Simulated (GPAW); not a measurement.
Wanted: an ASE script for a GPAW 26.7.0 run.

```yaml
Task: equation of state
Functional: PBE
Potentials_or_basis: GPAW PAW data sets (gpaw-data 1.2.1)
Cutoff: 600 eV
Basis: pw
k_mesh: 8 × 8 × 8
Occupations: fermi-dirac, width 0.05 eV
Spin: no spin polarisation
Maxiter: 150
Eos_scales: "[0.94, 0.96, 0.98, 1.0, 1.02, 1.04, 1.06]"
```

Al2Pt:

```
Pt Al
1.0
     0.00000    2.95500    2.95500
     2.95500    0.00000    2.95500
     2.95500    2.95500    0.00000
Pt Al
1 2
Cartesian
  0.0000 0.0000 0.0000
  4.4325 4.4325 4.4325
  1.4775 1.4775 1.4775
```

The input as run:

run.py

```python
from ase import Atoms
from ase.eos import EquationOfState
from ase.io import Trajectory
from ase.units import GPa
from gpaw import GPAW, PW

atoms = Atoms(['Pt', 'Al', 'Al'],
              cell=[[0.0, 2.955, 2.955],
                    [2.955, 0.0, 2.955],
                    [2.955, 2.955, 0.0]],
              scaled_positions=[[0.0, 0.0, 0.0],
                                [0.75, 0.75, 0.75],
                                [0.25, 0.25, 0.25]],
              pbc=True)

traj = Trajectory('eos.traj', 'w')
volumes, energies = [], []
for x in [0.94, 0.96, 0.98, 1.0, 1.02, 1.04, 1.06]:
    a = atoms.copy()
    a.set_cell(atoms.cell * x**(1 / 3), scale_atoms=True)
    calc = GPAW(mode=PW(600),
                xc='PBE',
                kpts={'size': (8, 8, 8), 'gamma': True},
                occupations={'name': 'fermi-dirac', 'width': 0.05},
                nbands=23,
                convergence={'density': 1e-05, 'energy': 1e-05},
                maxiter=150,
                txt=f'eos-{x:.2f}.txt')
    a.calc = calc
    energies.append(a.get_potential_energy(force_consistent=True))
    volumes.append(a.get_volume())
    p = -a.get_stress()[:3].mean() / GPa
    calc.write(f'eos-{x:.2f}.gpw')
    traj.write(a)
    print(f'{x:.2f} {volumes[-1]:10.4f} A^3 {energies[-1]:14.6f} eV {p:9.3f} GPa', flush=True)

v0, e0, B = EquationOfState(volumes, energies, eos='birchmurnaghan').fit()
print(f'V0 = {v0:.4f} A^3, E0 = {e0:.6f} eV, B0 = {B / GPa:.2f} GPa')
```

Potentials or basis: GPAW PAW data sets (gpaw-data 1.2.1), pw.

Launch:

```sh
$ OMP_NUM_THREADS=1 python run.py
```

Results of the run:

| Quantity | Value |
| --- | --- |
| Equilibrium volume | 17.58 Å³/atom |
| Bulk modulus | 128 GPa |
| Pressure derivative of the bulk modulus | 4.5 |

It took 2.2 min on 1 thread of Arm Neoverse V2 (shared host), peak memory 0.27 GiB.
